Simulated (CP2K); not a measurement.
The system is Cd.

```
Cd
1.0
     3.09054    0.00000    0.00000
    -1.03018    2.91379    0.00000
    -1.03018   -1.45689    2.52341
Cd
1
Cartesian
  0.0000 0.0000 0.0000
```

This isn't the form of Cd at room conditions, which is hcp.

```yaml
Program: CP2K 2026.2
Task: relaxation of cell and atoms
Functional: PBEsol
Dispersion: D4
Potentials_or_basis: POTENTIAL_UZH Cd GTH-PBE-q12; TZVP-MOLOPT-PBE-GTH basis
Density_cutoff: 6123 eV
k_mesh: 10 × 10 × 10
Occupations: methfessel-paxton, width 0.1 eV
Spin: no spin polarisation
```

At the start: pressure -4.1 GPa; volume 22.72 Å³/atom.

Question: How do energy, volume and symmetry change on relaxing?

Answer: Over 6 steps the energy falls by 27.7 meV/atom and the volume is 20.84 Å³/atom (-8.3 %); space group R-3m (No. 166, to 0.05 Å).

The path:
| step | energy change (eV) | largest force (eV/Å) | volume (Å³) |
| --- | --- | --- | --- |
| 1 | 0.0000 | 0.0000 | 22.67 |
| 2 | -0.0125 | 0.0000 | 19.76 |
| 3 | -0.0273 | 0.0000 | 21.11 |
| 4 | -0.0278 | 0.0000 | 20.87 |
| 5 | -0.0277 | 0.0000 | 20.84 |
| 6 | -0.0277 | 0.0000 | 20.84 |

Final structure:
```xyz
1
Lattice="3.0177 0.0000 0.0000 -1.0302 2.8365 0.0000 -1.0302 -1.4569 2.4342" Properties=species:S:1:pos:R:3 pbc="T T T"
Cd    0.0000    0.0000    0.0000
```

Caveat: the printed path begins after the first move; the potentials were made for another functional, which shifts forces and pressure; the basis of atomic orbitals isn't converged, which shifts pressures, moduli and gaps; the real-space grid breaks the cell's symmetry a little; pairwise dispersion overbinds metals, which lowers pressure and volume.
